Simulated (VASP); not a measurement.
C:

```
CELL_PARAMETERS angstrom
2.52210 0.00000 0.00000
-1.26105 2.18420 0.00000
0.00000 0.00000 8.23710
ATOMIC_POSITIONS crystal
C 0.66667 0.33333 0.84375
C 0.33333 0.66667 0.34375
C 0.66667 0.33333 0.65625
C 0.33333 0.66667 0.15625
C 0.00000 0.00000 0.90625
C 0.00000 0.00000 0.40625
C 0.00000 0.00000 0.59375
C 0.00000 0.00000 0.09375
```

This is a hexagonal form of diamond, not graphite.

- Program: VASP 6.6.1
- Task: relaxation of cell and atoms
- Functional: PBEsol
- Dispersion: rVV10
- Potentials or basis: VASP PAW PBE potentials, release 64 (C)
- Cutoff: 600 eV
- k mesh: 12 × 12 × 4
- Occupations: fermi-dirac, width 0.05 eV
- Spin: no spin polarisation

At the start: pressure -4.3 GPa; volume 5.67 Å³/atom.

**Question.** How do energy, volume and symmetry change on relaxing?

**Answer.** Over 5 steps the energy falls by 3.2 meV/atom and the volume is 5.62 Å³/atom (-1.0 %); space group P6_3/mmc (No. 194, to 0.05 Å).

The path:
```tsv
step	energy change (eV)	largest force (eV/Å)	pressure (GPa)	volume (Å³)
1	0.0000	0.3308	-4.33	45.38
2	0.0188	0.5155	6.03	44.37
3	-0.0258	0.0590	-0.17	44.94
4	-0.0257	0.0719	0.22	44.90
5	-0.0260	0.0101	0.02	44.92
```

Final structure:
```
C
1.0
     2.50537    0.00000    0.00000
    -1.25268    2.16971    0.00000
     0.00000    0.00000    8.26416
C
8
Direct
  0.66667 0.33333 0.84444
  0.33333 0.66667 0.34444
  0.66667 0.33333 0.65556
  0.33333 0.66667 0.15556
  0.00000 0.00000 0.90706
  0.00000 0.00000 0.40706
  0.00000 0.00000 0.59294
  0.00000 0.00000 0.09294
```

Caveat: the PAW data sets were made with another functional, which shifts forces and pressure a little.
